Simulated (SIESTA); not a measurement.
SIESTA run on AlSb (F-43m, 2 atoms in the cell): self-consistent single point

Computed with GGA PBE, numerical atomic orbitals DZP, PseudoDojo PBE standard norm-conserving potentials (rewritten from UPF to PSML) (SIESTA).

This input was run:

```
# files in the folder: Al.psml Sb.psml (PseudoDojo PBE standard)
SystemName  AlSb
SystemLabel AlSb

NumberOfAtoms                2
NumberOfSpecies              2
%block ChemicalSpeciesLabel
  1 13 Al
  2 51 Sb
%endblock ChemicalSpeciesLabel
LatticeConstant              4.328611 Ang
%block LatticeVectors
     0.000000000    0.707106737    0.707106737
     0.707106737    0.000000000    0.707106737
     0.707106737    0.707106737    0.000000000
%endblock LatticeVectors
AtomicCoordinatesFormat      Ang
%block AtomicCoordinatesAndAtomicSpecies
     0.000000000    0.000000000    0.000000000  1
     1.530395000    1.530395000    1.530395000  2
%endblock AtomicCoordinatesAndAtomicSpecies

XC.functional                GGA
XC.authors                   PBE
PAO.BasisSize                DZP
PAO.EnergyShift              0.005 Ry
MeshCutoff                   350 Ry
%block kgrid.MonkhorstPack
    7   0   0  0.0
    0   7   0  0.0
    0   0   7  0.0
%endblock kgrid.MonkhorstPack
OccupationFunction           FD
ElectronicTemperature        116.05 K

MaxSCFIterations             150
SCF.Mixer.Method             Pulay
SCF.Mixer.Weight             0.1
SCF.Mixer.History            6
SCF.DM.Tolerance             1.0E-05
Diag.ParallelOverK           true
WriteForces                  true
Charge.Mulliken              end
```

The program printed (abridged):

```
reinit: Reading from file input.fdf

reinit: System Name: AlSb
reinit: System Label: AlSb

coor:   Atomic-coordinates input format  =     Cartesian coordinates
coor:                                          (in Angstroms)

siesta: Atomic coordinates (Bohr) and species
siesta:      0.00000   0.00000   0.00000  1        1
siesta:      2.89203   2.89203   2.89203  2        2

siesta: System type = bulk

initatomlists: Number of atoms, orbitals, and projectors:      2    31    50

siesta: ******************** Simulation parameters ****************************
redata: Spin configuration                          = none
redata: Time-Reversal Symmetry                      = T
redata: Number of Atomic Species                    =        2
redata: Mesh Cutoff                                 =   350.0000 Ry
redata: Net charge of the system                    =     0.0000 |e|
redata: Min. number of SCF Iter                     =        0
redata: Max. number of SCF Iter                     =      150
redata: SCF convergence failure will abort job
redata: SCF mix quantity                            = Hamiltonian
redata: Mix DM or H after convergence               =   F
redata: Recompute H after scf cycle                 =   F
redata: Mix DM in first SCF step                    =   T
redata: No kicks to SCF
redata: DM Mixing Weight for Kicks                  =     0.5000
redata: Require Harris convergence for SCF          =   F
redata: Harris energy tolerance for SCF             =     0.000100 eV
redata: Require DM convergence for SCF              =   T
redata: DM tolerance for SCF                        =     0.000010
redata: Require EDM convergence for SCF             =   F
redata: EDM tolerance for SCF                       =     0.001000 eV
redata: Require H convergence for SCF               =   T
redata: Hamiltonian tolerance for SCF               =     0.001000 eV
redata: Require (free) Energy convergence for SCF   =   F
redata: (free) Energy tolerance for SCF             =     0.000100 eV
redata: Using DFT-D3 dispersion                     =   F
redata: Using Saved Data (generic)                  =   F
redata: Method of Calculation                       = Diagonalization
redata: Electronic Temperature                      =   116.0500 K
redata: Number of TDED substeps                     =        3
redata: Dynamics option                             = Single-point calculation
redata: Save all siesta data in one NC              =   F
redata: ***********************************************************************

%block SCF.Mixers
  Pulay
%endblock SCF.Mixers

%block SCF.Mixer.Pulay
  # Mixing method
  method pulay
  variant stable

  # Mixing options
  weight 0.1000
  weight.linear 0.1000
  history 6
%endblock SCF.Mixer.Pulay

DM_history_depth set to one: no extrapolation allowed by default for geometry relaxation
Size of DM history Fstack: 1
Total number of electrons:    18.000000
Total ionic charge:    18.000000

* ProcessorY, Blocksize:    1  32

* Orbital distribution balance (max,min):    31    31

 Kpoints in:          196 . Kpoints trimmed:          172

siesta: k-grid: Number of k-points = 172
siesta: k-points from Monkhorst-Pack grid
siesta: k-cutoff (effective) =    15.150 Ang
siesta: k-point supercell and displacements
siesta: k-grid:     7     0     0      0.000
siesta: k-grid:     0     7     0      0.000
siesta: k-grid:     0     0     7      0.000

diag: Algorithm                                     = D&C
diag: Parallel over k                               =   F
diag: Use parallel 2D distribution                  =   F
diag: Parallel block-size                           = 32
diag: Parallel distribution                         =     1 x     1
diag: Used triangular part                          = Lower
diag: Absolute tolerance                            =  0.100E-15
diag: Orthogonalization factor                      =  0.100E-05
diag: Memory factor                                 =  1.0000

superc: Internal auxiliary supercell:     5 x     5 x     5  =     125
superc: Number of atoms, orbitals, and projectors:    250   3875   6250

                        Single-point calculation

superc: Internal auxiliary supercell:     5 x     5 x     5  =     125
superc: Number of atoms, orbitals, and projectors:    250   3875   6250

outcell: Unit cell vectors (Ang):
        0.000000    3.060790    3.060790
        3.060790    0.000000    3.060790
        3.060790    3.060790    0.000000

outcell: Cell vector modules (Ang)   :    4.328611    4.328611    4.328611
outcell: Cell angles (23,13,12) (deg):     60.0000     60.0000     60.0000
outcell: Cell volume (Ang**3)        :     57.3496
new_DM -- step:     1
Initializing Density Matrix...

Attempting to read DM from file... Failed...
DM filled with atomic data:

InitMesh: MESH = 40 x 40 x 40 = 64000
InitMesh: Mesh cutoff (required, used) =   350.000   354.011 Ry

stepf: Fermi-Dirac step function

        iscf     Eharris(eV)        E_KS(eV)     FreeEng(eV)     dDmax    Ef(eV) dHmax(eV)
   scf:    1    -2535.897185    -2537.126226    -2537.126226  1.546717 -4.112873  1.222930
   scf:    2    -2537.136385    -2537.131351    -2537.131351  0.007808 -4.209015  1.052636
   scf:    3    -2537.159016    -2537.146760    -2537.146760  0.041519 -4.267060  0.094506
   scf:    4    -2537.147709    -2537.147335    -2537.147335  0.005115 -4.319201  0.044349
   scf:    5    -2537.146281    -2537.146869    -2537.146869  0.005143 -4.417080  0.218222
   scf:    6    -2537.147676    -2537.147362    -2537.147362  0.007565 -4.276712  0.020933
   scf:    7    -2537.147371    -2537.147367    -2537.147367  0.000604 -4.288407  0.000188
   scf:    8    -2537.147367    -2537.147367    -2537.147367  0.000056 -4.287664  0.001150
   scf:    9    -2537.147367    -2537.147367    -2537.147367  0.000033 -4.288307  0.000004
   scf:   10    -2537.147367    -2537.147367    -2537.147367  0.000000 -4.288304  0.000000

SCF Convergence by DM+H criterion
max |DM_out - DM_in|         :     0.0000001280
max |H_out - H_in|      (eV) :     0.0000001356
SCF cycle converged after 10 iterations

Using DM_out to compute the final energy and forces

siesta: E_KS(eV) =            -2537.1474

siesta: E_KS - E_eggbox =     -2537.1474

siesta: Atomic forces (eV/Ang):
     1    0.000154    0.000154    0.000154
     2   -0.000155   -0.000155   -0.000155
   Tot   -0.000000   -0.000000   -0.000000
   Max    0.000155
   Res    0.000154    sqrt( Sum f_i^2 / 3N )
   Max    0.000155    constrained

Stress tensor Voigt[x,y,z,yz,xz,xy] (kbar):      -29.89      -29.89      -29.89       -0.31       -0.31       -0.31
(Free)E + p*V (eV/cell)    -2536.0774
Target enthalpy (eV/cell)    -2537.1474

siesta: Program's energy decomposition (eV):
siesta: Ebs     =      -404.244493
siesta: Eions   =      2356.595815
siesta: Ena     =       286.562563
siesta: Ekin    =      1466.044997
siesta: Enl     =     -1287.482596
siesta: Eso     =         0.000000
siesta: Edftu   =         0.000000
siesta: DEna    =         0.224919
siesta: DUscf   =         0.287620
siesta: DUext   =         0.000000
siesta: Ex      =      -607.054132
siesta: Ec      =       -39.134923
siesta: Exc     =      -646.189054
siesta: Eharris =     -2537.147367
siesta: Etot    =     -2537.147367
siesta: FreeEng =     -2537.147367

siesta: Stress tensor (static) (eV/Ang**3):
siesta:    -0.018657   -0.000195   -0.000195
siesta:    -0.000195   -0.018657   -0.000195
siesta:    -0.000195   -0.000195   -0.018657

siesta: Cell volume =         57.349627 Ang**3

siesta: Pressure (static):
siesta:                Solid            Molecule  Units
siesta:           0.00020320          0.00020325  Ry/Bohr**3
siesta:           0.01865709          0.01866121  eV/Ang**3
siesta:          29.89195352         29.89855868  kBar

mulliken: Atomic and Orbital Populations:

Species: Al
Atom  Qatom  Qorb
               3s      3s      3py     3pz     3px     3py     3pz     3px
               3Pdxy   3Pdyz   3Pdz2   3Pdxz   3Pdx2-y2
   1  3.458   0.802   0.263   0.328   0.328   0.328   0.267   0.267   0.267
              0.141   0.141   0.093   0.141   0.093

Species: Sb
Atom  Qatom  Qorb
               5s      5s      5py     5pz     5px     5py     5pz     5px
               4dxy    4dyz    4dz2    4dxz    4dx2-y2 5dxy    5dyz    5dz2
               5dxz    5dx2-y2
   2 14.542   1.261   0.237   0.368   0.368   0.368   0.557   0.557   0.557
              1.998   1.998   2.003   1.998   2.003   0.062   0.062   0.043

              0.062   0.043

mulliken: Qtot =       18.000

Mulliken Atomic Populations:
Atom #   charge [q] valence [e]  Species
     1    -0.457505    3.457505  Al
     2     0.457505   14.542495  Sb
 Total     0.000000
```

The run converged in 10 iterations.

The starting cell has typed, rounded lattice constants, without a prior relaxation at this level. Its lattice was rescaled by up to half a per cent. Values carry the incompleteness of an atom-centred basis.
